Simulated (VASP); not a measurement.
Energy against volume of BaSnO3 (cubic perovskite). Calculation: r2SCAN meta-GGA, VASP's PBE PAW potentials (set 64) (plane waves; VASP 6.6.1). Settings: 520 eV cut-off, 6×6×6 Γ-centred mesh, Gaussian smearing of 0.050 eV, potentials Ba_sv Sn_d O.

```
V (Å³/atom)  E (eV/atom)
-----------  -----------
13.813         -16.25955
14.240         -16.26675
14.667         -16.26134
15.094         -16.24535
```

Question: Fit these four points and predict the energy of the run at 13.385 Å³/atom.

Answer: A cubic in V^(−2/3), the third-order Birch-Murnaghan form, passes through the four points with V0 = 14.26 Å³/atom and B0 = 156 GPa, and gives -16.2373 eV/atom there. The run gave -16.2373 eV/atom, +0.0 meV/atom from the fit; all five points give B0 = 156 GPa.

The compound is BaSnO3 in the cubic perovskite structure. It was relaxed first.
